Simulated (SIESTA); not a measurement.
MoP under changes of volume

One of the cells (14.353 Å³/atom); the others are scaled copies at fixed shape and fractional positions:

```
Mo P
1.0
     3.22300    0.00000    0.00000
    -1.61150    2.79120    0.00000
     0.00000    0.00000    3.19100
Mo P
1 1
Direct
  0.00000 0.00000 0.00000
  0.33333 0.66667 0.50000
```

* Program: SIESTA 5.4.2
* Functional: PBE
* Potentials or basis: PseudoDojo 0.4 standard (PBE files)
* Basis: DZP (energy shift 0.01 Ry)
* Grid cutoff: 800 Ry
* Energy shift: 0.01 Ry
* k mesh: 10 × 10 × 8
* Occupations: fermi-dirac, width 0.05 eV
* Spin: no spin polarisation

```csv
volume (Å³/atom),energy over the lowest point (meV/atom),pressure (GPa)
13.492,58.00,19.8
13.779,28.35,13.5
14.066,?,?
14.353,0.42,2.6
14.640,0.00,-2.0
14.927,7.25,-6.0
15.214,21.37,-9.7
```

Problem. What does the run at 14.066 Å³/atom give?

Solution. Energy over the lowest point 9.55 meV/atom; pressure 7.7 GPa.

Worked out: A Birch-Murnaghan fit of order 3 (a polynomial in V^(-2/3)) to the other rows has its minimum at 14.51 Å³/atom with B0 = V·E''(V) = 229 GPa and B' = 4.8 at fixed shape and positions, which overstates the stiffness. It gives 9.54 meV/atom at 14.066 Å³/atom, against the run's 9.55, and -dE/dV = 7.7 GPa, against 7.7.

Energies are extrapolated to zero smearing.

Caveats: semicore shells carry a single zeta, which can move pressures by several GPa and volumes by a few percent; the basis of atomic orbitals isn't converged, which shifts pressures, moduli and gaps.
